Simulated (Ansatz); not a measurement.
Method: DFT PBE, scalar-relativistic, plane waves, PAW in Ansatz. All cells share a 420 eV cutoff and Γ-centred k meshes spaced at most about 0.3 Å⁻¹ (about 0.25 or finer for metals, 2π included). No spin polarisation in the final relaxations.

These are static total energies at zero pressure. All come from trial cells, and lower structures may exist.

Problem. These unrelaxed guesses for Si3Ge2 are each relaxed within their symmetry. Order them by the energy at which they end, lowest first.
A.

```
CELL_PARAMETERS angstrom
3.73744 0.00000 0.00000
-1.86872 3.23672 0.00000
0.00000 0.00000 13.91362
ATOMIC_POSITIONS crystal
Si 0.33333 0.66667 0.00000
Si 0.33333 0.66667 0.40000
Si 0.33333 0.66667 0.60000
Si 0.66667 0.33333 0.30000
Si 0.66667 0.33333 0.50000
Si 0.66667 0.33333 0.70000
Ge 0.33333 0.66667 0.20000
Ge 0.33333 0.66667 0.80000
Ge 0.66667 0.33333 0.10000
Ge 0.66667 0.33333 0.90000
```

B.

```
CELL_PARAMETERS angstrom
-1.43830 1.43830 10.17029
1.43830 -1.43830 10.17029
1.43830 1.43830 -10.17029
ATOMIC_POSITIONS crystal
Si 0.40000 0.40000 0.00000
Si 0.00000 0.00000 0.00000
Si 0.60000 0.60000 0.00000
Ge 0.80000 0.80000 0.00000
Ge 0.20000 0.20000 0.00000
```

Solution. A (ends in P-6m2, 0 meV/atom), B (ends in I4/mmm, 101 meV/atom). Even the lowest end lies +0.37 eV/atom against the elements.

Weakly bound directions are ill-defined at this level, which has no dispersion term (P-6m2), and this can change margins and order among such cells. Cells relaxed within their symmetry can be saddle points. Some types were kept out of the candidates beforehand, so the set may lack a known form.
